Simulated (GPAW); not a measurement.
Entries from a set of simulations; values are calculated unless marked as measured.

### MgO (Fm-3m): G0W0 with GPAW, start to end

Symmetry: Fm-3m, No. 225, cubic system. The conventional cell has a = 4.217 Å, b = 4.217 Å, c = 4.217 Å, α = 90.00°, β = 90.00°, γ = 90.00°. Mg has 6 O at 2.11 Å nearest. O has 6 Mg at 2.11 Å nearest. Farther neighbours and most contacts between anions are not listed.

```
method               : DFT, PBE, plane waves, PAW (and 1 further level or step)
program              : GPAW 26.7.0
settings of one run  : cutoff 600 eV, GPAW PAW setups 1.2.1 data release, 6×6×6 k-mesh, nbands 88
cost                 : 4 runs, 45 s in all on 4 MPI ranks of Arm Neoverse V2, shared host (the runs of this entry)
notes                : The database entry behind the starting cell differs from later determinations by our own check (about 0.1 % long). The cell and positions come from the Crystallography Open Database and are kept as given unless a step says otherwise. Bands and cutoff are finite, so the gap is not at the basis limit. The miss can reach some tenths of an eV and take either sign; the mesh is an error of its own.
PBE gap              : 4.72 eV, direct
G0W0 gap on the mesh : 7.11 eV
GW settings          : 6×6×6 mesh, 78 bands, screening to 150 eV, Godby-Needs plasmon pole
known limits         : not at the basis limit
```

G0W0 moves the gap on the mesh from 4.72 eV to 7.11 eV (+2.39 eV), with Z of 0.80 and 0.85 at the edges. Only 1 of the mesh's irreducible points was corrected, so a valley elsewhere could overtake.

[Paths, hosts, dates, memory and timing lines, banners, echoed tables and standing remarks are left out of the program output.]

[Logs are printed without paths, hosts, clocks, repeated set-up lines and the standing remarks that a program may print on its own settings, such as how far it seeks lower states.]

[Runs of the session that timed out or met a known fault of the program may be left out.]

[Hosts, paths, dates, database ids (printed as entryN), source tags and the programs' standing remarks are cut or masked in the printed files.]
